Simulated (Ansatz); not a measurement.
## InSe (layers cut from the bulk crystal): G0W0 under other settings

Aim: change settings of a G0W0 run on InSe (layers cut from the bulk crystal) and see what moves.

Method: G0W0 on PBE, plane waves, PAW, in Ansatz 0.2.0.

### 1. Set-up

The cell holds 4 atoms: 2 Se and 2 In. Cell: a = 4.028 Å, b = 4.028 Å, c = 34.000 Å, α = 90.0°, β = 90.0°, γ = 120.0°. It derives from InSe. Vacuum lies along c.

The structure was relaxed with PBE-D3(BJ). The runs that relaxed it are not among those shown. The default PAW set here is soft_1. Its files were made with PBE. The Coulomb interaction is cut off across the vacuum.

### 2. The base run: 6×6×1 mesh, 360 empty bands, screening to 48 eV

G0W0 replaces the xc potential by the self-energy, built once from these orbitals. Only a window of levels is corrected, while the sums run over the empty bands that the input names.

input.yaml reads:

```yaml
crystal:
  lattice:
    - [4.0283038166, 0.0, 0.0]
    - [-2.0141519083, 3.4886134394, 0.0]
    - [0.0, 0.0, 34.0]
  atoms:
    - { symbol: Se, position: [0.3333333333, 0.6666666667, 0.4208363843] }
    - { symbol: In, position: [0.6666666667, 0.3333333333, 0.4589065086] }
    - { symbol: In, position: [0.6666666667, 0.3333333333, 0.5410934914] }
    - { symbol: Se, position: [0.3333333333, 0.6666666667, 0.5791636157] }
  periodic: [true, true, false]
kpoints:
  mp_grid: { grid: [6, 6, 1] }
hamiltonian:
  xc: pbe
  pseudopotentials: { kind: paw, azcp: { folder: "./paw" } }
scf:
  occupations: { method: fixed }
gw:
  n_empty_bands: 360
  ecut_chi: 48.0
  qp_bands: [v2, c2]
  qp_kpoints: band_edges
  screening: { model: contour_deformation }
```

The run is started by

```console
$ ansatz run input.yaml --threads 3 --pin off --max-ram 92160MiB --backend cuda --events-out ev --progress --plain --runs-dir out --devices 1 --max-vram 13GiB
```

Numbers of over 12 decimals in the logs are rounded to 6 here.

Output:

```text
GPUs: using 1 of 1 available (devices: 1).
Engine: ansatz 0.2.0, x86_64-unknown-linux-gnu
Pseudopotentials: kind: paw
Pseudopotential: Se, paw, valence charge 16, recommended cutoff 420 eV (normal), <dir>
Pseudopotential: In, paw, valence charge 13, recommended cutoff 420 eV (normal), <dir>
Functional definition: PBE
  parameter kappa = 0.804
  parameter beta = 0.066725
  exchange = pbe_x(kappa = kappa, mu = beta*pi^2/3)
  correlation = pbe_c(beta = beta)
device memory: the entry about to start is reckoned to put 4.3 GiB on a device that reports 71.0 GiB free (of which the cap on the GPU budget leaves the run 13.0 GiB)
GPU FFT provider: cuFFT
GPU libraries: cuBLAS 13.8.2, cuFFT 12.4.0, cuSOLVER 12.3.4
Crystal: 4 atoms, lattice volume = 477.809 Å³
Basis set: ecut = 420 eV, 9353 PW (Γ)
Bands: 35, of which v1, the nominal top of the filled ones, is band 29 counted from 1 (28 counted from 0)
Symmetry: 12 space group operations
Space group: P-6m2 (ITA 187), of the structure as read, at distance tolerance 7.8e-5 Å
k-points: 7 of 36 (time reversal used)
Non-local potential: Se, projectors of the file, l = 0: 2, l = 1: 2, l = 2: 3, l = 3: 1
Non-local potential: In, projectors of the file, l = 0: 2, l = 1: 2, l = 2: 2, l = 3: 1
PAW form: soft (Blöchl's): semilocal exchange-correlation on the pseudo side does not see the compensation charge
PAW one-centre angular grid: Se, 590 points (default); XC on 64 Gauss nodes
PAW one-centre angular grid: In, 590 points (default); XC on 64 Gauss nodes
Initial density: superposition of atomic densities (neutral atoms: chi_scale 0, normalization atom)
Initial wavefunctions: pseudopotential atomic-orbital guess
GPU buffer pool allocated for 174960 grid points (all kernels)
GPU transforms: local potential and band sums: pruned to the plane-wave sphere, on 27×27×225
Functional: x = pbe(κ = 0.804, μ = 0.219515), c = pbe(β = 0.066725)
SCF iter   1: F=—  HF=-22136.543488 eV  |F-HF|=—  |Δ(HF+E_count)|=         —  Δρ=1.45e-2  dr2=1.99e0  ethr=3.10e-3  ⟨swp⟩=6.7  Hψ=1002  notcnv=0  defer=28
preconditioner: auto → Resta (q_TF=auto, 1.920 Å⁻¹)  ε∞=1.6  [insulator: Δε(μ)=1.709 eV  Ē_g=13.578 eV  n_scr=62 (ndim 8)  ℏωp=10.5 eV  f_vac=0.731  ε∞_Penn≈1.6  vacuum switching on, ρ_ref=1.3e-2 e/Å³]
SCF iter   2: F=—  HF=-22136.185367 eV  |F-HF|=—  |Δ(HF+E_count)|=   3.58e-1  Δρ=7.78e-3  dr2=7.55e-1  ethr=3.10e-3  ⟨swp⟩=4.4  Hψ=520  notcnv=0  defer=28
SCF iter   3: F=—  HF=-22136.086067 eV  |F-HF|=—  |Δ(HF+E_count)|=   9.93e-2  Δρ=4.48e-3  dr2=1.40e-1  ethr=1.30e-3  ⟨swp⟩=3.7  Hψ=391  notcnv=0  defer=28
SCF iter   4: F=—  HF=-22136.078877 eV  |F-HF|=—  |Δ(HF+E_count)|=   7.19e-3  Δρ=1.86e-3  dr2=2.18e-2  ethr=2.41e-4  ⟨swp⟩=3.0  Hψ=363  notcnv=0  defer=28
[...]
E_nonlocal   = -54.362648
  E_hartree    = 67624.888013
  E_xc         = -455.128220
  E_vxc        = -358.158423  (∫ρ·V_xc dr)
  E_paw        = -12679.379173  (= ΣΔE_a)
  E_vpaw       = -931.650821  (= ΣTr[D̂ρ^β])
  E_aug_tail   = -0.000450  (compensation charges beyond the density's cutoff)
  E_ewald      = 58967.995719
  E_smearing   = -0.000000  (= −TS)
  E_closure    = -0.000000  (closes the sum)
  Σ components = -22136.077138   (vs F -22136.077138, Δ=0.00e0)
--- Band table (eV; the first three rows and the last of 7) ---
  k-point 0: bands = [... 25 lower, -6.4381, -6.3645, -6.3645, -6.0585, -4.3655, -3.1481, -0.9146 (-0.9146°), -0.9146 (-0.9146°), ... 2 higher]
  k-point 1: bands = [... 25 lower, -7.3830, -6.7432, -6.6353, -5.9899, -3.4512, -2.4828, -1.5790 (-1.5790°), -0.7131 (-0.7131°), ... 2 higher]
  k-point 2: bands = [... 25 lower, -7.6800, -7.2545, -7.0965, -6.3293, -3.4730, -3.3496, -1.4471, -1.1608, ... 2 higher]
  k-point 6: bands = [... 25 lower, -8.7164, -7.7046, -7.2467, -7.0579, -3.4144, -2.8805, -1.9435, -0.9340, ... 2 higher]
  ° read free of the cell's end (the report's vacuum.weakly_bound_levels)
--- G₀W₀: contour deformation, 6 samples at zero and on the imaginary axis and 2 off it, 36 q-points, 360 empty bands' worth ---
  eigenvalues of the whole cell's RPA ε∞ on this k-mesh (on a slab, of 1 + 4πα/V) = 1.2071, 2.7545, 2.7545; static W/v taken at q = 0 is 0.541829
  gw.qp_kpoints: band_edges: 6 of 7 stored k-points solved, in 1 pass; an edge of the gap read off the rows below is read off those points alone
    valence top: of the k-points left out ik 5 came nearest to being solved in a further pass, in band 29 (counted from 1, as in the quasiparticle table): it holds the edge there only if its correction is more favourable than any solved in that band by at least 0.705 eV; those differ by 0.088 eV
    conduction bottom: of the k-points left out ik 5 came nearest to being solved in a further pass, in band 30 (counted from 1, as in the quasiparticle table): it holds the edge there only if its correction is more favourable than any solved in that band by at least 0.875 eV; those differ by 0.507 eV
    ik  band        ε_KS         Σx   Σc(E_QP)       V_xc       Z   E_QP_lin       E_QP  E_QP is
     0    28     -6.3645   -17.9251     1.8913   -15.6233  0.7405    -6.7794    -6.7749  root
     0    29     -6.0585   -15.2852     1.4619   -13.3027  0.7448    -6.5863    -6.5791  root
     0    30     -4.3655    -9.9168    -2.6523   -13.2535  0.7745    -3.6716    -3.6811  root
     0    31     -3.1481    -8.1370    -3.2844   -12.1132  0.7783    -2.4477    -2.4564  root
     1    28     -6.6353   -17.7103     1.9631   -15.3027  0.7374    -7.0854    -7.0798  root
     1    29     -5.9899   -15.5605     1.4631   -13.5883  0.7466    -6.5057    -6.4991  root
     1    30     -3.4512   -10.6603    -2.8796   -14.3525  0.7638    -2.6219    -2.6385  root
     1    31     -2.4828    -7.4190    -3.4375   -11.5024  0.7696    -1.8242    -1.8369  root
[...]
6    28     -7.2467   -16.8304     2.3577   -13.9286  0.7115    -7.8027    -7.7908  root
     6    29     -7.0579   -14.8617     1.4818   -12.7882  0.7482    -7.6594    -7.6496  root
     6    30     -3.4144    -6.9348    -2.9644   -10.3081  0.7740    -3.0016    -3.0055  root
     6    31     -2.8805   -10.4005    -3.2777   -14.5839  0.7611    -1.9512    -1.9748  root
[key lines of the parts left out:]
SCF converged after 9 iterations
Free energy (F): -22136.077138 eV
Fermi energy:    -5.989945 eV
```

Run time: 44 s. Hardware: 1 × NVIDIA H100 80GB HBM3 (shared by 6 runs) with 3 threads of AMD EPYC 7R13 (Zen 3), shared host; peak memory 1.8 GiB; 39 s of CPU time.

Reading the cycles: dr2 is the Hartree energy of the density residual (eV), the measure of convergence; HF is the Harris–Foulkes estimate of the energy, which meets the free energy F at convergence.

Numbers from this step:

```yaml
bands_summed: 389
plane_waves_in_the_screening_matrix: 351
q_points_in_the_mesh: 36
g0w0_gap_on_the_mesh: 2.818 eV
k_of_the_valence_top: 0, 0.1667, 0
k_of_the_conduction_bottom: 0, 0, 0
starting_gap_on_the_mesh: 1.624 eV
z_at_the_valence_top: 0.7466
z_at_the_conduction_bottom: 0.7745
least_direct_g0w0_gap_on_the_computed_points: 2.898 eV
```

The gap on the mesh goes from 1.62 eV to 2.82 eV, a correction of +1.19 eV. Between the two edge states, bare exchange in place of the xc potential would open the gap by 5.31 eV, and correlation takes back 4.12 eV.

### 3. Variant: frequency model

Edit input.yaml of step 2 so:

```diff
@@ -23,2 +23,2 @@
   qp_kpoints: band_edges
-  screening: { model: contour_deformation }
+  screening: { model: godby_needs }
```

Output:

```text
GPUs: using 1 of 1 available (devices: 1).
[...]
GPU FFT provider: cuFFT
GPU libraries: cuBLAS 13.8.2, cuFFT 12.4.0, cuSOLVER 12.3.4
Crystal: 4 atoms, lattice volume = 477.809 Å³
Basis set: ecut = 420 eV, 9353 PW (Γ)
Bands: 35, of which v1, the nominal top of the filled ones, is band 29 counted from 1 (28 counted from 0)
Symmetry: 12 space group operations
[...]
k-points: 7 of 36 (time reversal used)
[...]
GPU buffer pool allocated for 174960 grid points (all kernels)
[...]
SCF iter   1: F=—  HF=-22136.543488 eV  |F-HF|=—  |Δ(HF+E_count)|=         —  Δρ=1.45e-2  dr2=1.99e0  ethr=3.10e-3  ⟨swp⟩=6.7  Hψ=1002  notcnv=0  defer=28
[...]
SCF iter   9: F=-22136.077138 eV  HF=-22136.077138 eV  |F-HF|=1.18e-9  |Δ(HF+E_count)|=   2.25e-8  Δρ=1.60e-6  dr2=1.55e-8  ethr=1.72e-10  ⟨swp⟩=18.6  Hψ=1330  notcnv=0
SCF 1 converged in 9 iterations: F = -22136.077138 eV  dr2 = 1.55e-8
[...]
NSCF: frozen V_eff on 7 k-points
[...]
G₀W₀ screening: q 1/7
[... further progress lines ...]
SCF converged after 9 iterations
Free energy (F): -22136.077138 eV
[...]
Internal energy: -22136.077138 eV  (E = F + TS)
E sigma→0 (E₀):  -22136.077138 eV
Fermi energy:    -5.989945 eV
[...]
--- Band table (eV; the first three rows and the last of 7) ---
  k-point 0: bands = [... 25 lower, -6.4381, -6.3645, -6.3645, -6.0585, -4.3655, -3.1481, -0.9146 (-0.9146°), -0.9146 (-0.9146°), ... 2 higher]
  k-point 1: bands = [... 25 lower, -7.3830, -6.7432, -6.6353, -5.9899, -3.4512, -2.4828, -1.5790 (-1.5790°), -0.7131 (-0.7131°), ... 2 higher]
  k-point 2: bands = [... 25 lower, -7.6800, -7.2545, -7.0965, -6.3293, -3.4730, -3.3496, -1.4471, -1.1608, ... 2 higher]
  k-point 6: bands = [... 25 lower, -8.7164, -7.7046, -7.2467, -7.0579, -3.4144, -2.8805, -1.9435, -0.9340, ... 2 higher]
  ° read free of the cell's end (the report's vacuum.weakly_bound_levels)
--- G₀W₀: ω_p = 27.1253 eV, 36 q-points, 360 empty bands' worth ---
[...]
GN-PPA: 1965416/4717005 pairs with Re ω̃² < 0 across q-mesh
[...]
0    28     -6.3645   -17.9251     1.8699   -15.6233  0.7818    -6.7980    -6.7964  root
     0    29     -6.0585   -15.2852     1.4022   -13.3027  0.7888    -6.6417    -6.6388  root
     0    30     -4.3655    -9.9168    -2.6184   -13.2535  0.8057    -3.6434    -3.6472  root
     0    31     -3.1481    -8.1370    -3.2903   -12.1132  0.8111    -2.4581    -2.4623  root
     1    28     -6.6353   -17.7103     1.9303   -15.3027  0.7809    -7.1147    -7.1126  root
     1    29     -5.9899   -15.5605     1.4053   -13.5883  0.7893    -6.5596    -6.5569  root
     1    30     -3.4512   -10.6603    -2.8149   -14.3525  0.7984    -2.5675    -2.5738  root
     1    31     -2.4828    -7.4190    -3.4298   -11.5024  0.8084    -1.8252    -1.8292  root
[...]
6    28     -7.2467   -16.8304     2.2701   -13.9286  0.7734    -7.8827    -7.8784  root
     6    29     -7.0579   -14.8617     1.3798   -12.7882  0.7924    -7.7556    -7.7516  root
     6    30     -3.4144    -6.9348    -2.9931   -10.3081  0.8104    -3.0329    -3.0342  root
     6    31     -2.8805   -10.4005    -3.1975   -14.5839  0.7982    -1.8856    -1.8945  root
```

Wall time 34 s (1 × NVIDIA H100 80GB HBM3 (shared by 6 runs) with 3 threads); peak memory 2.1 GiB; 41 s of CPU time.

The G0W0 gap on the mesh is 2.910 eV.

Against the base:

| setting | base | variant |
| --- | --- | --- |
| frequency model | contour deformation | plasmon pole |

| quantity | variant | base |
| --- | --- | --- |
| starting gap on the mesh | 1.624 | 1.624 |
| G0W0 gap on the mesh | 2.910 | 2.818 |
| least direct G0W0 gap on the computed points | 2.992 | 2.898 |
| Z at the valence top | 0.789 | 0.747 |
| Z at the conduction bottom | 0.806 | 0.774 |

### 4. What came out

- base: 2.82 eV, 44 s
- frequency model: 2.91 eV, 34 s

What this shows: Frequency model: the gap moves by +0.09 eV. All runs here use a coarse mesh and modest cutoffs; they test settings and are not final values. The mesh in the plane is coarse for a sheet; gap and any exciton binding can still move on denser ones. The many-body steps are scalar-relativistic: spin-orbit coupling is not in them.

[Paths, hosts, dates, memory and timing lines, banners, echoed tables and standing remarks are left out of the program output.]

[Logs are printed without paths, hosts, clocks, repeated set-up lines and the standing remarks that a program may print on its own settings, such as how far it seeks lower states.]

[Runs of the session that timed out or met a known fault of the program may be left out.]

[Cells called generated may have been cut or substituted from an entry of the Crystallography Open Database or the Materials Project.]

[Hosts, paths, dates, database ids (printed as entryN), source tags and the programs' standing remarks are cut or masked in the printed files.]
